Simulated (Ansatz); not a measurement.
In:

```
In
1.0
    -1.62547    1.62547    2.47370
     1.62547   -1.62547    2.47370
     1.62547    1.62547   -2.47370
In
1
Direct
  0.00000 0.00000 0.00000
```

Program: Ansatz 0.2.0. Alike in all runs: task single point; potentials or basis Ansatz PAW; cell as given; cutoff (eV) 420; smearing fermi-dirac 0.05 eV; the mesh is coarse, so values aren't converged.

Q: Order these runs on this cell by their pressure, lowest first.
A. level PBEsol0; spin off; k mesh 6 × 6 × 6
B. level B3LYP; spin off; k mesh 6 × 6 × 6
C. level HF; spin off; k mesh 6 × 6 × 6
D. level HSE06; spin SOC, no magnetisation; k mesh 5 × 5 × 5

A: A (-1.5 GPa), D (1.2 GPa), B (4.1 GPa), C (6.2 GPa).

Caveats: all runs use coarse meshes; the PAW data sets come from PBE, with cores solved anew for the run's functional, which leaves a small shift of forces and pressure; the thresholds are loose for stress.
